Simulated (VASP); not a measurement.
A run of VASP 6.6.1 is set up as follows.

The input POSCAR:

```
NaF
1.0
    0.0000000000      2.3200000000      2.3200000000
    2.3200000000      0.0000000000      2.3200000000
    2.3200000000      2.3200000000      0.0000000000
Na F
1 1
Cartesian
    0.0000000000      0.0000000000      0.0000000000
    2.3200000000      2.3200000000      2.3200000000
```

INCAR.step1

```
SYSTEM = NaF
ALGO = Normal ; EDIFF = 1E-5
ENCUT = 480 ; GGA = PE
ISMEAR = 0 ; LASPH = .True.
LCHARG = .False. ; LREAL = .False.
LWAVE = .True. ; NELM = 80
PREC = Accurate ; SIGMA = 0.05
```

Contents of INCAR.step2:

```
SYSTEM = NaF
ALGO = Normal ; EDIFF = 1E-6
EDIFFG = -0.01 ; ENCUT = 480
GGA = PE ; HFSCREEN = 0.2
IBRION = 2 ; ISIF = 3
ISMEAR = 0 ; ISTART = 1
IVDW = 13 ; LASPH = .True.
LCHARG = .False. ; LHFCALC = .True.
LREAL = .False. ; LWAVE = .False.
NELM = 80 ; NSW = 40
PREC = Accurate ; PRECFOCK = Normal
SIGMA = 0.05
```

Contents of KPOINTS:

```
k-points
0
Gamma
  5 5 5
  0 0 0
```

Potentials or basis: VASP PAW PBE potentials, release 64 (Na_pv, F_s).

Run with:

```console
$ cat potpaw_PBE.64/Na_pv/POTCAR potpaw_PBE.64/F_s/POTCAR > POTCAR
$ cp INCAR.step1 INCAR
$ mpirun -np 1 vasp_std > vasp.out
$ cp INCAR.step2 INCAR
$ mpirun -np 1 vasp_std > vasp.out
```

(1) What does it give for the relaxed volume?

(2) What does it give for the dispersion energy per atom?

(3) Estimate the space group after relaxing (to 0.05 Å).

(4) Predict the relaxed cell.

Results:

(1) 12.36 Å³/atom.

(2) -0.047 eV.

(3) Fm-3m (No. 225).

(4) a = 3.270 Å, b = 3.270 Å, c = 3.270 Å, α = 60.00°, β = 60.00°, γ = 60.00°.

Caveat: the k mesh is coarse (spacing up to 0.47 Å⁻¹), so the values aren't converged, least of all with exact exchange; the PAW data sets were made with another functional, which shifts forces and pressure a little.
